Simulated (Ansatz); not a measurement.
# HfO2: the cost of one run

Computed with Ansatz 0.2.0 (DFT PBE, scalar-relativistic, plane waves, PAW, unless a step's input says otherwise).

2 further runs of the same task are left out: 2 set aside as unsound or not needed. Runs told in other sessions of the task aren't counted.

## (1) Starting point

Symmetry: Fm-3m, No. 225, cubic system. The conventional cell has a = 5.098 Å, b = 5.098 Å, c = 5.098 Å, α = 90.00°, β = 90.00°, γ = 90.00°. Around Hf (site symmetry m-3m) lie 8 O at 2.21 Å. O (site symmetry -43m) is surrounded by 4 Hf at 2.21 Å.

Structure file:

```xyz
6
Lattice="0.0000 -2.5488 -2.5488 -2.5488 0.0000 -2.5488 2.5488 2.5488 -5.0976" Properties=species:S:1:pos:R:3 pbc="T T T"
Hf    0.0000    0.0000    0.0000
Hf    0.0000    0.0000   -5.0976
O     1.2744    1.2744   -3.8232
O    -1.2744   -1.2744   -3.8232
O     1.2744    1.2744   -6.3720
O    -1.2744   -1.2744   -6.3720
```

It is built from the cell relaxed beforehand with the same method (11.04 Å³/atom).

## (2) The undisturbed cell

input.yaml reads:

```yaml
crystal:
  lattice:
    - [0.0, -2.5488057612, -2.5488057612]
    - [-2.5488057612, 0.0, -2.5488057612]
    - [2.5488057612, 2.5488057612, -5.0976115224]
  atoms:
    - { symbol: Hf, position: [0.0, 0.0, 0.0] }
    - { symbol: Hf, position: [0.5, 0.5, 0.5] }
    - { symbol: O, position: [0.125, 0.125, 0.625] }
    - { symbol: O, position: [0.625, 0.625, 0.125] }
    - { symbol: O, position: [0.375, 0.375, 0.875] }
    - { symbol: O, position: [0.875, 0.875, 0.375] }
basis:
  ecutwfc: 420
kpoints:
  mp_grid: { grid: [6, 6, 8] }
hamiltonian:
  xc: pbe
scf:
  occupations: { method: gaussian, width: 0.05 }
output:
  forces: true
  stress: true
  eigenvalues: true
```

Started as:

```console
$ ansatz run input.yaml --threads 2 --pin off --max-ram 5120MiB --backend cpu --events-out ev --progress --plain --runs-dir out
```

What time and memory should one allow on 2 threads of Intel Xeon at 2.50GHz (Skylake/Cascade Lake), shared host?

About 11 s, with a peak of 0.51 GiB.
